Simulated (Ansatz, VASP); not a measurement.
# One calculation of SiC, two programs

```xyz
2
Lattice="2.6408 0.0000 0.0000 0.0000 2.6408 0.0000 0.0000 0.0000 2.6408" Properties=species:S:1:pos:R:3 pbc="T T T"
Si    0.0000    0.0000    0.0000
C     1.3204    1.3204    1.3204
```

Alike in both runs: functional PBE; k mesh 14 × 14 × 14; occupations fermi-dirac, width 0.08 eV; no spin polarisation.

Ansatz relaxed the structure, and its values are those at the end. VASP's run is a single point on that final structure, the one shown.

|  | VASP | Ansatz |
| --- | --- | --- |
| version | VASP 6.6.1 | Ansatz 0.2.0 |
| potentials or method | VASP PAW PBE potentials, release 64 (Si, C) | PAW with Ansatz's default frozen-core files, scalar-relativistic |
| plane-wave cutoff (eV) | 520 | 420 |
| valence electrons in the cell | 8 | 8 |

|  | VASP | Ansatz | Ansatz less VASP |
| --- | --- | --- | --- |
| pressure (GPa) | 0.1 | 0.0 | -0.12 |
